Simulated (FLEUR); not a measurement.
Runs of FLEUR MaX-R8.1 (later development tree) on WC (Qusongite). Symmetry: P-6m2, No. 187, hexagonal system. Conventional cell: a = 2.907 Å, b = 2.907 Å, c = 2.837 Å, α = 90.00°, β = 90.00°, γ = 120.00°. W (site symmetry -6m2) has 6 C at 2.20 Å as nearest neighbours. Around C (site symmetry -6m2) lie 6 W at 2.20 Å. 

```csv
task,level,cell,gmax,muffin-tin radii,lmax,max iterations,mixing factor,kmax,gap on the mesh (eV),V0 of scaled cells (Å³/atom),B0 (GPa)
equation of state,PBE,as given,15.6 1/bohr,"W 2.3, C 1.43 bohr","W 10, C 8",-,-,5.03 1/bohr,-,10.53,386
single point,PBE,"atoms moved at random, drawn with an rms of 0.05 Å",15.6 1/bohr,"W 2.3, C 1.43 bohr","W 9, C 8",60,0.05,5.03 1/bohr,none,-,-
equation of state,LDA,as given,15.6 1/bohr,"W 2.3, C 1.43 bohr","W 10, C 8",-,-,5.03 1/bohr,-,(a),425
single point,PBE,as given,15.6 1/bohr,"W 2.3, C 1.43 bohr","W 10, C 8",60,0.05,5.03 1/bohr,none,-,-
```

Alike in all rows: potentials or basis all-electron, FLAPW; no spin polarisation; k mesh 10 × 10 × 9; smearing fermi-dirac 0.05 eV.

Question: Fill in the values left out.

Answer: (a) 10.13.

Caveats: the cell was scaled at fixed shape and fractional positions, which overstates the stiffness of a crystal with free parameters, most of all of layers and chains (some runs).

A k mesh can miss the band edges, and the runs leave out spin-orbit coupling on W.

A gap of «none» marks a metal or a gap under the smearing width.
